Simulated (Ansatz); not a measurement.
# Relaxation of GeSe, part 1 of 2

Wanted: the geometry at rest of GeSe (a database entry, slightly rescaled), relaxing the atoms in a fixed cell, and its electronic structure there.

Method: DFT, r2SCAN, no spin polarisation, plane waves, PAW, in Ansatz 0.2.0.

## (1) The system as given

Symmetry: Pnma, No. 62, orthorhombic system. The conventional cell has a = 10.806 Å, b = 3.826 Å, c = 4.384 Å, α = 90.00°, β = 90.00°, γ = 90.00°. Se (site symmetry m) has 3 Ge at 2.56 to 2.57 Å as nearest neighbours. Ge (site symmetry m) is surrounded by 3 Se at 2.56 to 2.57 Å.

As a file:

```cif
data_structure
_symmetry_space_group_name_H-M 'P 1'
_symmetry_Int_Tables_number 1
_cell_length_a 10.8058
_cell_length_b 3.8259
_cell_length_c 4.3844
_cell_angle_alpha 90.000
_cell_angle_beta 90.000
_cell_angle_gamma 90.000
_cell_volume 181.26
loop_
_atom_site_label
_atom_site_type_symbol
_atom_site_fract_x
_atom_site_fract_y
_atom_site_fract_z
_atom_site_occupancy
Se1 Se 0.14650 0.75000 0.49760 1
Se2 Se 0.35350 0.25000 0.99760 1
Se3 Se 0.64650 0.75000 0.00240 1
Se4 Se 0.85350 0.25000 0.50240 1
Ge1 Ge 0.37899 0.75000 0.61130 1
Ge2 Ge 0.12101 0.25000 0.11130 1
Ge3 Ge 0.87899 0.75000 0.88870 1
Ge4 Ge 0.62101 0.25000 0.38870 1
```

The first density is read from a saved solution for the starting cell.

## (2) Relaxing

The input, input.yaml:

```yaml
crystal:
  lattice:
    - [10.80578051, 0.0, 0.0]
    - [0.0, 3.82586275, 0.0]
    - [0.0, 0.0, 4.38435592]
  atoms:
    - { symbol: Se, position: [0.1465, 0.75, 0.4976] }
    - { symbol: Se, position: [0.3535, 0.25, 0.9976] }
    - { symbol: Se, position: [0.6465, 0.75, 0.0024] }
    - { symbol: Se, position: [0.8535, 0.25, 0.5024] }
    - { symbol: Ge, position: [0.37899, 0.75, 0.6113] }
    - { symbol: Ge, position: [0.12101, 0.25, 0.1113] }
    - { symbol: Ge, position: [0.87899, 0.75, 0.8887] }
    - { symbol: Ge, position: [0.62101, 0.25, 0.3887] }
  symmetry: { tolerance: 0.0003 }
kpoints:
  mp_grid: { grid: [2, 6, 6], shift: [0, 0, 0] }
magnetization:
  spin_polarized: false
scf:
  occupations: { method: fermi_dirac }
  lower_state_search: "off"
hamiltonian:
  pseudopotentials: { kind: paw }
  xc: r2scan
basis:
  ecutwfc: 500
  fft_grid_basis: typed
relax:
  max_steps: 40
  f_tol: 0.03
output:
  forces: true
  stress: true
  eigenvalues: true
  bader: true
  populations: true
  elf: true
  write_potential: true
  volumetric_format: npy
  dos:
    e_range: [-12, 8]
    de: 0.05
    projected: { site_lists: { Ge: [Ge], Se: [Se] } }
  write_density: true
checkpoint:
  read: saved_state
```

Run with:

```sh
ansatz run input.yaml --threads 2 --pin off --max-ram 2560MiB --backend cpu --events-out ev --progress --plain --runs-dir out
```

What it wrote:

```text
Warning: output.stress: scf.convergence.dr2_threshold = 1e-7 eV (the SCF's general default) is looser than the 8e-10 eV advised for a printed stress (1e-10 eV for each atom of the cell: 8). What an SCF threshold leaves in a stress goes as its square root, and in the free energy as the threshold itself, and one threshold admits the most on a small cell: of the crystals measured, under no hybrid functional and no lock of the moments, on runs that ended without the residual-converged pass, on stresses that held no estimate of that error, the worst erred by over 100 MPa in a component at 1e-7 eV an atom and by under 5 at 1e-10. Every solve of this run answers to scf.convergence.dr2_threshold, and the tensor of one is reported: a single SCF on the reported geometry and on this run's grids (its basis.xc_grid and basis.ecutrho_ratio typed), with scf.convergence.dr2_threshold at 8e-10 eV or tighter, prints it and tightens no other solve. Else set scf.convergence.dr2_threshold to 8e-10 eV or tighter. The threshold is an SCF's pass mark: one that does not reach it within its budget of iterations ends unconverged, or closes short of it on a stop that the run arms, and scf.convergence.dr2_threshold's page says what that costs each kind of run
Warning: RAYON_NUM_THREADS=2 ignored (pool sized by the plan → 2); use --threads N
Engine: ansatz 0.2.0, aarch64-unknown-linux-gnu
Pseudopotentials: kind: paw
Pseudopotential: Se, paw, valence charge 16, recommended cutoff 500 eV (meta_gga), Se.paw.azcp
Pseudopotential: Ge, paw, valence charge 14, recommended cutoff 500 eV (meta_gga), Ge.paw.azcp
Functional definition: r2SCAN
  parameter k0 = 0.174
  parameter k1 = 0.065
  parameter a1 = 4.9479
  exchange = r2scan_x(k0 = k0, k1 = k1, a1 = a1)
  correlation = r2scan_c
Crystal: 8 atoms, lattice volume = 181.256 Å³
Basis set: ecut = 500 eV, 4573 PW (Γ), exchange–correlation on 320×120×128 points (64 copies of the dense FFT grid, shifted against one another)
Bands: 72, of which v1, the nominal top of the filled ones, is band 60 counted from 1 (59 counted from 0)
Symmetry: 8 space group operations
Space group: Pnma (ITA 62), of the structure as read, at distance tolerance 1.7e-3 Å
k-points: 32 of 72
Non-local potential: Se, projectors of the file, l = 0: 2, l = 1: 2, l = 2: 3, l = 3: 1
Non-local potential: Ge, projectors of the file, l = 0: 2, l = 1: 2, l = 2: 3, l = 3: 1
PAW form: soft (Blöchl's): semilocal exchange-correlation on the pseudo side does not see the compensation charge
PAW frozen core: Se, regenerated for the run's functional (the file was generated under x = pbe(κ = 0.804, μ = 0.2195149727645171), c = pbe(β = 0.06672455060314922))
PAW frozen core: Ge, regenerated for the run's functional (the file was generated under x = pbe(κ = 0.804, μ = 0.2195149727645171), c = pbe(β = 0.06672455060314922))
PAW one-centre angular grid: Se, 590 points (default); XC on 160 Gauss nodes
PAW one-centre angular grid: Ge, 590 points (default); XC on 160 Gauss nodes
Initial density: read from a saved state, or passed on in memory by an earlier SCF of this step, an earlier step, the calling program or the single point that the run made first
Initial wavefunctions: pseudopotential atomic-orbital guess
Functional: x = r2scan, c = r2scan; τ floored in thin density (d = 2e-4 eV/Å³)
iter 1 solved again at ethr=1.13e-6 eV; its pass at ethr=3.10e-3 eV (dr2=1.35e-3 eV) is discarded
SCF iter   1: F=-39125.595732 eV  HF=-39125.594847 eV  |F-HF|=8.86e-4  |Δ(HF+E_count)|=         —  Δρ=9.60e-4  dr2=1.35e-3  dr2_τ=7.73e-5  ethr=1.13e-6  ⟨swp⟩=2.1  Hψ=12372  notcnv=0
preconditioner: auto → Resta (q_TF=auto, 2.547 Å⁻¹)  ε∞=4.1  [insulator: Δε(μ)=0.855 eV  Ē_g=9.856 eV  σ=0.100 eV  W_gap=0.97  n_scr=56 (ndim 8)  ℏωp=17.4 eV  f_vac=0.001  D(μ)=0.02/eV (n_scr^D=0)  ε∞_Penn≈4.1]
SCF iter   2: F=-39125.596091 eV  HF=-39125.595798 eV  |F-HF|=2.93e-4  |Δ(HF+E_count)|=   9.51e-4  Δρ=5.20e-4  dr2=3.38e-4  dr2_τ=1.38e-5  ethr=1.12e-6  ⟨swp⟩=2.0  Hψ=2927  notcnv=0
SCF iter   3: F=-39125.596153 eV  HF=-39125.596152 eV  |F-HF|=1.34e-6  |Δ(HF+E_count)|=   3.54e-4  Δρ=1.22e-4  dr2=2.62e-5  dr2_τ=1.06e-6  ethr=2.82e-7  ⟨swp⟩=3.0  Hψ=4542  notcnv=0
SCF iter   4: F=-39125.596215 eV  HF=-39125.596214 eV  |F-HF|=1.32e-6  |Δ(HF+E_count)|=   6.17e-5  Δρ=4.22e-5  dr2=3.35e-6  dr2_τ=6.98e-8  ethr=2.19e-8  ⟨swp⟩=2.0  Hψ=4224  notcnv=0
SCF iter   5: F=-39125.596216 eV  HF=-39125.596216 eV  |F-HF|=5.86e-8  |Δ(HF+E_count)|=   2.34e-6  Δρ=1.03e-5  dr2=1.75e-7  dr2_τ=4.92e-9  ethr=2.79e-9  ⟨swp⟩=2.0  Hψ=3584  notcnv=0
SCF iter   6: F=-39125.596216 eV  HF=-39125.596216 eV  |F-HF|=1.34e-9  |Δ(HF+E_count)|=   1.23e-7  Δρ=3.82e-6  dr2=2.32e-8  dr2_τ=6.12e-10  ethr=8.33e-11  ⟨swp⟩=7.5  Hψ=13513  notcnv=0
SCF 1 converged in 6 iterations: F = -39125.596216 eV  dr2 = 2.32e-8
relax step   1: F+E_penalty+E_count = -39125.59621599 eV  Δ(F+E_penalty+E_count) = +0.000e0 eV  max|allowed force component| = 1.129e-1 eV/Å  Δτ_max = 0.0000 Å  (6 SCF iters, accepted)
Initial density: handed on by an earlier stage of this run
Initial wavefunctions: those handed on with the density
iter 1 solved again at ethr=3.60e-5 eV; its pass at ethr=3.10e-3 eV (dr2=4.32e-2 eV) is discarded
SCF iter   1: F=-39125.579074 eV  HF=-39125.523999 eV  |F-HF|=5.51e-2  |Δ(HF+E_count)|=         —  Δρ=5.83e-3  dr2=4.30e-2  dr2_τ=8.61e-2  ethr=3.60e-5  ⟨swp⟩=1.1  Hψ=7320  notcnv=0  defer=73
preconditioner: auto → Resta (q_TF=auto, 2.547 Å⁻¹)  ε∞=4.1  [insulator: Δε(μ)=0.905 eV  Ē_g=9.903 eV  σ=0.100 eV  W_gap=0.98  n_scr=56 (ndim 8)  ℏωp=17.4 eV  f_vac=0.001  D(μ)=0.02/eV (n_scr^D=0)  ε∞_Penn≈4.1]
SCF iter   2: F=-39125.599554 eV  HF=-39125.599591 eV  |F-HF|=3.67e-5  |Δ(HF+E_count)|=   7.56e-2  Δρ=2.87e-3  dr2=7.60e-3  dr2_τ=1.15e-4  ethr=3.59e-5  ⟨swp⟩=2.0  Hψ=3306  notcnv=0  defer=73
SCF iter   3: F=-39125.600996 eV  HF=-39125.600593 eV  |F-HF|=4.03e-4  |Δ(HF+E_count)|=   1.00e-3  Δρ=7.39e-4  dr2=6.17e-4  dr2_τ=1.73e-5  ethr=6.33e-6  ⟨swp⟩=3.0  Hψ=4289  notcnv=0  defer=73
SCF iter   4: F=-39125.601092 eV  HF=-39125.601071 eV  |F-HF|=2.16e-5  |Δ(HF+E_count)|=   4.78e-4  Δρ=1.99e-4  dr2=6.62e-5  dr2_τ=1.75e-6  ethr=5.14e-7  ⟨swp⟩=2.7  Hψ=4210  notcnv=0  defer=73
SCF iter   5: F=-39125.601153 eV  HF=-39125.601164 eV  |F-HF|=1.14e-5  |Δ(HF+E_count)|=   9.33e-5  Δρ=5.88e-5  dr2=7.91e-6  dr2_τ=4.95e-7  ethr=5.51e-8  ⟨swp⟩=2.0  Hψ=4149  notcnv=0  defer=73
SCF iter   6: F=-39125.601161 eV  HF=-39125.601161 eV  |F-HF|=8.53e-7  |Δ(HF+E_count)|=   3.54e-6  Δρ=2.15e-5  dr2=7.65e-7  dr2_τ=1.65e-8  ethr=6.60e-9  ⟨swp⟩=2.0  Hψ=4149  notcnv=0  defer=73
SCF iter   7: F=-39125.601162 eV  HF=-39125.601162 eV  |F-HF|=1.40e-8  |Δ(HF+E_count)|=   1.08e-6  Δρ=7.24e-6  dr2=8.65e-8  dr2_τ=1.83e-9  ethr=8.33e-11  ⟨swp⟩=13.3  Hψ=17081  notcnv=0
SCF 2 converged in 7 iterations: F = -39125.601162 eV  dr2 = 8.65e-8
  Residual-converged pass: ⟨swp⟩=1.0  Hψ=2432  notcnv=0  max |occ|·‖R‖ = 7.1e-9 eV (tolerance 1.0e-8 eV)  dr2=8.65e-8  dr2_τ=1.83e-9  dr2_onsite=8.77e-8  max |Δocc| = 1.1e-12
relax step   2: F+E_penalty+E_count = -39125.60116160 eV  Δ(F+E_penalty+E_count) = -4.946e-3 eV  max|allowed force component| = 6.550e-2 eV/Å  Δτ_max = 0.0728 Å  (7 SCF iters, accepted)
SCF iter   1: F=-39125.586409 eV  HF=-39125.536951 eV  |F-HF|=4.95e-2  |Δ(HF+E_count)|=         —  Δρ=5.15e-3  dr2=3.10e-2  dr2_τ=6.82e-2  ethr=2.67e-4  ⟨swp⟩=3.6  Hψ=4747  notcnv=0  defer=75
preconditioner: auto → Resta (q_TF=auto, 2.547 Å⁻¹)  ε∞=4.1  [insulator: Δε(μ)=0.930 eV  Ē_g=9.905 eV  σ=0.100 eV  W_gap=0.98  n_scr=56 (ndim 8)  ℏωp=17.4 eV  f_vac=0.001  D(μ)=0.01/eV (n_scr^D=0)  ε∞_Penn≈4.1]
SCF iter   2: F=-39125.602646 eV  HF=-39125.602118 eV  |F-HF|=5.29e-4  |Δ(HF+E_count)|=   6.52e-2  Δρ=2.57e-3  dr2=5.07e-3  dr2_τ=8.73e-5  ethr=2.59e-5  ⟨swp⟩=2.0  Hψ=3733  notcnv=0  defer=75
SCF iter   3: F=-39125.603409 eV  HF=-39125.603064 eV  |F-HF|=3.45e-4  |Δ(HF+E_count)|=   9.46e-4  Δρ=7.29e-4  dr2=5.43e-4  dr2_τ=8.40e-6  ethr=4.23e-6  ⟨swp⟩=3.0  Hψ=4277  notcnv=0  defer=75
SCF iter   4: F=-39125.603488 eV  HF=-39125.603479 eV  |F-HF|=9.51e-6  |Δ(HF+E_count)|=   4.15e-4  Δρ=1.73e-4  dr2=4.49e-5  dr2_τ=5.93e-7  ethr=4.52e-7  ⟨swp⟩=2.0  Hψ=3637  notcnv=0  defer=75
SCF iter   5: F=-39125.603544 eV  HF=-39125.603554 eV  |F-HF|=1.00e-5  |Δ(HF+E_count)|=   7.51e-5  Δρ=5.96e-5  dr2=5.44e-6  dr2_τ=1.54e-7  ethr=3.74e-8  ⟨swp⟩=2.0  Hψ=3509  notcnv=0  defer=75
SCF iter   6: F=-39125.603551 eV  HF=-39125.603551 eV  |F-HF|=7.43e-7  |Δ(HF+E_count)|=   3.38e-6  Δρ=1.94e-5  dr2=6.23e-7  dr2_τ=1.29e-8  ethr=4.53e-9  ⟨swp⟩=2.0  Hψ=3509  notcnv=0  defer=75
SCF iter   7: F=-39125.603551 eV  HF=-39125.603551 eV  |F-HF|=1.67e-8  |Δ(HF+E_count)|=   8.72e-7  Δρ=4.84e-6  dr2=4.93e-8  dr2_τ=1.05e-9  ethr=8.33e-11  ⟨swp⟩=13.4  Hψ=16076  notcnv=0
SCF 3 converged in 7 iterations: F = -39125.603551 eV  dr2 = 4.93e-8
  Residual-converged pass: ⟨swp⟩=1.0  Hψ=2432  notcnv=0  max |occ|·‖R‖ = 6.9e-9 eV (tolerance 1.0e-8 eV)  dr2=4.93e-8  dr2_τ=1.05e-9  dr2_onsite=3.62e-8  max |Δocc| = 7.5e-11
relax step   3: F+E_penalty+E_count = -39125.60355147 eV  Δ(F+E_penalty+E_count) = -2.390e-3 eV  max|allowed force component| = 3.394e-2 eV/Å  Δτ_max = 0.0564 Å  (7 SCF iters, accepted)
SCF iter   1: F=-39125.602319 eV  HF=-39125.595873 eV  |F-HF|=6.45e-3  |Δ(HF+E_count)|=         —  Δρ=1.64e-3  dr2=3.02e-3  dr2_τ=7.18e-3  ethr=2.48e-5  ⟨swp⟩=2.5  Hψ=4040  notcnv=0  defer=75
preconditioner: auto → Resta (q_TF=auto, 2.547 Å⁻¹)  ε∞=4.1  [insulator: Δε(μ)=0.916 eV  Ē_g=9.902 eV  σ=0.100 eV  W_gap=0.98  n_scr=56 (ndim 8)  ℏωp=17.4 eV  f_vac=0.001  D(μ)=0.02/eV (n_scr^D=0)  ε∞_Penn≈4.1]
```

(Continued in part 2 of 2.)
